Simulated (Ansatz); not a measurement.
Runs of Ansatz 0.2.0 on Cu. Symmetry: Fm-3m, No. 225, cubic system. Conventional cell: a = 3.615 Å, b = 3.615 Å, c = 3.615 Å, α = 90.00°, β = 90.00°, γ = 90.00°. Around Cu (site symmetry m-3m) lie 12 Cu at 2.56 Å. 

| task | level | cell | k mesh | cutoff (eV) | smearing | gap on the mesh (eV) | pressure (GPa) | relaxed volume (Å³/atom) |
| --- | --- | --- | --- | --- | --- | --- | --- | --- |
| single point | LDA | as given | 13 × 13 × 13 | 295 | gaussian 0.02 eV | none | -12.7 | - |
| band structure | LDA | as given | 13 × 13 × 13 | 295 | fermi-dirac 0.05 eV | - | -12.7 | - |
| relaxation of cell and atoms | revPBE+D3(BJ) | relaxed | 13 × 13 × 13 | - | fermi-dirac 0.05 eV | - | 0.0 | 10.99 |
| relaxation of cell and atoms | BLYP+D4 | relaxed | 13 × 13 × 13 | - | fermi-dirac 0.05 eV | - | 0.0 | (a) |
| relaxation of cell and atoms | PBEsol | relaxed | 13 × 13 × 13 | - | fermi-dirac 0.05 eV | - | 0.0 | (c) |
| relaxation of cell and atoms | RPBE+D4 | relaxed | 13 × 13 × 13 | - | fermi-dirac 0.05 eV | - | 0.0 | 11.21 |
| elastic constants | LDA | as given | 10 × 10 × 10 | 317 | fermi-dirac 0.05 eV | none | -12.5 | - |
| relaxation of cell and atoms | BLYP | relaxed | 13 × 13 × 13 | - | fermi-dirac 0.05 eV | - | 0.0 | 12.66 |
| single point | RPBE | as given | 13 × 13 × 13 | 295 | gaussian 0.02 eV | none | 6.6 | - |
| relaxation of cell and atoms | revPBE+D4 | relaxed | 13 × 13 × 13 | - | fermi-dirac 0.05 eV | - | 0.0 | (b) |
| relaxation of cell and atoms | BLYP+D3(BJ) | relaxed | 13 × 13 × 13 | - | fermi-dirac 0.05 eV | - | 0.0 | 11.12 |

Alike in all rows: potentials or basis all-electron LAPW, scalar-relativistic; no spin polarisation; basis error allowed 0.001 eV/atom.

Q: Fill in the values left out.

A: (a) 11.43; (b) 11.22; (c) 11.31.

Caveats: the k mesh is thin for a metal, which can move the energy by tens of meV per atom (some runs); a metal's response needs a denser mesh (some runs); the cell is more than 3 GPa from zero pressure, which shifts response properties (some runs); elastic constants of metals need much finer meshes, so these are rough (some runs).

A gap of «none» marks a metal or a gap under the smearing width.

Runs at the PBE level aren't shown here.
